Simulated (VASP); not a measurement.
Here is a VASP 6.6.1 calculation.

INCAR

```
SYSTEM = CdSe
PREC = Accurate ; ENCUT = 600
EDIFF = 1E-6 ; ISMEAR = 0
SIGMA = 0.03 ; LREAL = .FALSE.
LASPH = .TRUE. ; NELM = 80
ALGO = Normal ; ISIF = 3
LWAVE = .FALSE. ; LCHARG = .FALSE.
GGA = PS ; IBRION = 2
NSW = 90 ; EDIFFG = -0.01
```

File KPOINTS:

```
regular mesh
0
G
  8 8 8
  0 0 0
```

The input POSCAR:

```
CdSe
1.0
    0.0000000000      3.0702711986      3.0702711986
    3.0702711986      0.0000000000      3.0702711986
    3.0702711986      3.0702711986      0.0000000000
Cd Se
1 1
Direct
    0.0000000000      0.0000000000      0.0000000000
    0.7500000000      0.7500000000      0.7500000000
```

Potentials or basis: VASP PAW PBE potentials, release 64 (Cd, Se).

Run with:

```console
$ cat potpaw_PBE.64/Cd/POTCAR potpaw_PBE.64/Se/POTCAR > POTCAR
$ mpirun -np 1 vasp_std > vasp.out
```

**Question.** Predict the band gap on the k mesh.

**Answer.** 0.47 eV, direct.

**Question.** Predict the space group after relaxing (to 0.05 Å).

**Answer.** F-43m (No. 216).

**Question.** What does it give for the relaxed cell?

**Answer.** a = 4.308 Å, b = 4.308 Å, c = 4.308 Å, α = 60.00°, β = 60.00°, γ = 60.00°.

Final structure:
```cif
data_structure
_symmetry_space_group_name_H-M 'P 1'
_symmetry_Int_Tables_number 1
_cell_length_a 4.3080
_cell_length_b 4.3080
_cell_length_c 4.3080
_cell_angle_alpha 60.000
_cell_angle_beta 60.000
_cell_angle_gamma 60.000
_cell_volume 56.53
loop_
_atom_site_label
_atom_site_type_symbol
_atom_site_fract_x
_atom_site_fract_y
_atom_site_fract_z
_atom_site_occupancy
Cd1 Cd 0.00000 0.00000 0.00000 1
Se1 Se 0.75000 0.75000 0.75000 1
```
